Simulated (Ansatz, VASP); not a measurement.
**Two plane-wave programs on WS2**

INCAR

```
  PREC = Accurate
  ENCUT = 520
  EDIFF = 1E-6
  ISMEAR = 0
  SIGMA = 0.01
  LREAL = F
  LASPH = T
  NELM = 60
  ALGO = Normal
  ISIF = 2
  LWAVE = F
  LCHARG = T
  GGA = PE
  LELF = T
  LVHAR = T
  NBANDS = 20
```

Contents of KPOINTS:

```
regular mesh
0
Gamma
  6 6 6
```

POSCAR

```
WS2
1.0
    1.5858867090      0.9156121184      6.2374759783
   -1.5858867090      0.9156121184      6.2374759783
    0.0000000000     -1.8312242367      6.2374759783
W S
1 2
Direct
    0.0006662242      0.0006662242      0.0006662242
    0.2505579538      0.2505579538      0.2505579538
    0.4174758221      0.4174758221      0.4174758221
```

Input for Ansatz:

```yaml
crystal:
  lattice:
    - [1.585886709, 0.9156121184, 6.2374759783]
    - [-1.585886709, 0.9156121184, 6.2374759783]
    - [0.0, -1.8312242367, 6.2374759783]
  atoms:
    - { symbol: W, position: [0.0006662242, 0.0006662242, 0.0006662242] }
    - { symbol: S, position: [0.2505579538, 0.2505579538, 0.2505579538] }
    - { symbol: S, position: [0.4174758221, 0.4174758221, 0.4174758221] }
kpoints:
  mp_grid: { grid: [6, 6, 6] }
hamiltonian:
  xc: pbe
  pseudopotentials: { kind: nc }
scf:
  occupations: { method: fixed }
  n_extra_bands: 4
output:
  forces: true
  stress: true
  eigenvalues: true
```

Alike in both runs: task single point; functional PBE; k mesh 6 × 6 × 6; no spin polarisation.

|  | VASP | Ansatz |
| --- | --- | --- |
| version | VASP 6.6.1 | Ansatz 0.2.0 |
| potentials or method | VASP PAW PBE potentials, release 64 (W_sv, S) | plane waves |
| plane-wave cutoff (eV) | 520 | 1007 |
| occupations | gaussian, width 0.01 eV | fixed |
| valence electrons in the cell | 26 | 26 |

|  | VASP | Ansatz | Ansatz less VASP |
| --- | --- | --- | --- |
| gap on the k mesh at the Fermi level (eV) | 1.09 | 1.08 | -0.013 |
| pressure (GPa) | 3.2 | 3.3 | +0.08 |
| largest component of the traceless stress (GPa) | 0.92 | 0.94 | +0.023 |
| rms of the force components (eV/Å) | 0.095 | 0.097 | +0.0019 |

Atom by atom the forces differ by 0.002 eV/Å (rms over components).

Caveats: spin-orbit coupling is left out, which moves the levels of the heavy elements. PBE gaps usually lie below the measured ones, often by a third to a half. A k mesh can miss the band edges.
